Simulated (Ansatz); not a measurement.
Here is an Ansatz 0.2.0 calculation.

input.yaml

```yaml
crystal:
  lattice: { a: 2.4879798888, b: 2.4879798888, c: 2.4879798888, alpha: 60.0, beta: 60.0, gamma: 60.0 }
  atoms:
    - { symbol: C, position: [0.75, 0.75, 0.75], spin: 0.5 }
    - { symbol: C, position: [0.5, 0.5, 0.5], spin: -0.5 }
kpoints:
  mp_grid: { grid: [13, 13, 13] }
  band_path:
    path:
      - [0.0, 0.0, 0.0]
      - [0.5, 0.0, 0.5]
      - [0.5, 0.25, 0.75]
      - [0.375, 0.375, 0.75]
      - [0.0, 0.0, 0.0]
      - [0.5, 0.5, 0.5]
      - [0.625, 0.25, 0.625]
      - [0.5, 0.25, 0.75]
    npoints: 12
scf:
  occupations: { method: cold, width: 0.05 }
hamiltonian:
  xc: { exchange: slater, correlation: none }
  pseudopotentials: { kind: all_electron, datasets: crystal }
magnetization:
  spin_polarized: true
output:
  forces: true
  stress: true
  eigenvalues: true
  fatbands: true
  dos: { projected: true, de: 0.2, e_range: [-20, 10] }
```

Potentials or basis: all-electron PAW datasets made for the crystal.

Run with:

```sh
$ ansatz run input.yaml --threads 1 --pin off --max-ram 2560MiB --backend cpu --events-out ev --progress --plain --runs-dir out
```

(1) Estimate the band gap along the path.

(2) What does it give for the pressure?

(3) Estimate the net moment.

Results:

(1) 4.11 eV, indirect (least direct gap 5.62 eV).

(2) 25.5 GPa.

(3) 0.00 μB per cell.

Caveat: the program warned that the printed levels may be off, so bands, gaps and densities of states are rough; the starting moments weren't kept.
